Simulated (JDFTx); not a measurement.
The system is In.

```
In
1.0
    -1.62547    1.62547    2.47370
     1.62547   -1.62547    2.47370
     1.62547    1.62547   -2.47370
In
1
Direct
  0.00000 0.00000 0.00000
```

- Program: JDFTx 1.7.0 (patched build)
- Task: single point
- Functional: PBE
- Potentials or basis: PseudoDojo-SR-PBE-0.5-standard
- Cutoff: 952 eV
- Density cutoff: 3810 eV
- k mesh: 11 × 11 × 11
- Occupations: fermi-dirac, width 0.05 eV
- Spin: no spin polarisation

On this cell: pressure 2.0 GPa; band gap on the k mesh none (metal or under the smearing width).

The same run follows on a disturbed copy (cell strained at random at fixed volume):

```xyz
1
Lattice="-1.6430 1.5768 2.4321 1.6580 -1.6318 2.4781 1.6520 1.6408 -2.4682" Properties=species:S:1:pos:R:3 pbc="T T T"
In    0.0192   -0.0186   -0.0129
```

Task: What changes?

Result: The energy (extrapolated to zero smearing) moves by +1.7 meV/atom; pressure 2.0 GPa; band gap on the k mesh none (metal or under the smearing width).

Stress tensor (GPa, compression positive):
```
 1.71 -0.01 -0.03
-0.01  2.85  0.28
-0.03  0.28  1.45
```

Caveats: the empty levels aren't tightly converged.
